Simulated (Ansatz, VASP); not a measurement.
Hf5H: VASP beside Ansatz

```
Hf H
1.0
     4.95641    0.00000    0.00000
    -2.47821    4.29238    0.00000
     0.00000    0.00000   21.13284
Hf H
5 1
Cartesian
  2.4782 1.4308 4.0000
  0.0000 2.8616 5.0117
  0.0000 0.0000 5.8398
  2.4782 1.4308 6.6870
  0.0000 2.8616 7.8328
  -2.2029 6.6770 10.3328
```

Alike in both runs: task single point; functional PBE; dispersion D3(BJ); k mesh 6 × 6 × 1; occupations gaussian, width 0.1 eV; no spin polarisation.

```csv
,VASP,Ansatz
version,VASP 6.6.1,Ansatz 0.2.0
potentials or method,"VASP PAW PBE potentials, release 64 (Hf_pv, H)","scalar-relativistic, plane waves, PAW"
plane-wave cutoff (eV),520,420
valence electrons in the cell,51,131
```

|  | VASP | Ansatz | Ansatz less VASP |
| --- | --- | --- | --- |
| gap on the k mesh at the Fermi level (eV) | none | none | - |
| rms of the force components (eV/Å) | 0.769 | 0.782 | +0.0127 |

Atom by atom the forces differ by 0.033 eV/Å (rms over components). A gap of «none» marks a metal or a gap that the smearing closes. The functional is the same, so the differences come from potentials, cutoffs and numerics. The two sets of potentials don't hold the same shells in valence.

Spin-orbit coupling is left out, which matters for the levels of Hf.
